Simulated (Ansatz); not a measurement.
The system is Re.

```
Re
1.0
     2.76639    0.00000    0.00000
    -1.38319    2.39576    0.00000
     0.00000    0.00000    8.93885
Re
4
Direct
  0.66667 0.33333 0.75000
  0.00000 0.00000 0.50000
  0.33333 0.66667 0.25000
  0.00000 0.00000 0.00000
```

Program: Ansatz 0.2.0. Alike in all runs: potentials or basis Ansatz PAW; cell as given; k mesh 11 × 11 × 3.

Task: Order these runs on this cell by their pressure, lowest first.
A. level LDA; spin SOC, no magnetisation; cutoff (eV) 420; smearing fermi-dirac 0.05 eV; points for each segment of the path 14
B. level BLYP; spin off; cutoff (eV) 420; smearing fermi-dirac 0.05 eV; points for each segment of the path 14
C. level RPBE; spin off; cutoff (eV) 420; smearing fermi-dirac 0.05 eV; points for each segment of the path 14
D. level PBE; spin off; cutoff (eV) 420; smearing gaussian 0.013 eV
E. level r2SCAN; spin off; cutoff (eV) 500; smearing fermi-dirac 0.05 eV; points for each segment of the path 14

Result: A (-11.8 GPa), E (-3.2 GPa), D (3.4 GPa), C (7.2 GPa), B (16.9 GPa).

Caveats: the PAW data sets come from PBE, with cores solved anew for the run's functional, which leaves a small shift of forces and pressure (some runs); the potentials were made for another functional, which shifts forces and pressure (some runs); so large a pressure means that the cell lies far from this level's equilibrium, or that cutoff or potentials fall short (some runs).

Not every run made on this cell is shown here.
